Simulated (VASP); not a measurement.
The system is TiO.

```
CELL_PARAMETERS angstrom
3.00943 0.00000 0.00000
-1.50472 2.60625 0.00000
0.00000 0.00000 2.93706
ATOMIC_POSITIONS crystal
Ti 0.00000 0.00000 0.00000
O 0.66667 0.33333 0.50000
```

The cell comes from a database or a generator and needn't be the stable form of this composition.

Base run:

- Program: VASP 6.6.1
- Functional: LDA
- Potentials or basis: VASP PAW LDA potentials, release 64 (Ti_sv, O)
- Cutoff: 520 eV
- k mesh: 7 × 7 × 6
- Occupations: gaussian, width 0.05 eV
- Spin: collinear spin, ferromagnetic start
- Starting moments: [1.0, 0.0] μB

Its results: band gap on the k mesh none (metal or under the smearing width); pressure -38.1 GPa; net moment 0.00 μB per cell.

Question: The run is repeated on the same cell with these changes: further incar settings from ALGO = Fast; EDIFF = 1e-06 to ALGO = Fast; EDIFF = 1e-06; NBANDS = 20; hubbard terms from none to Ti d U = 4 eV. What comes out?

Answer: Band gap on the k mesh none (metal or under the smearing width); pressure -31.0 GPa; net moment 0.00 μB per cell.

Caveats: a pressure of tens of GPa on the cell as given is suspect, and the run, the potentials or the cell itself is likely at fault; semilocal functionals often make such compounds metallic where correlation or magnetic order opens a gap, which also shifts bond lengths (some runs).
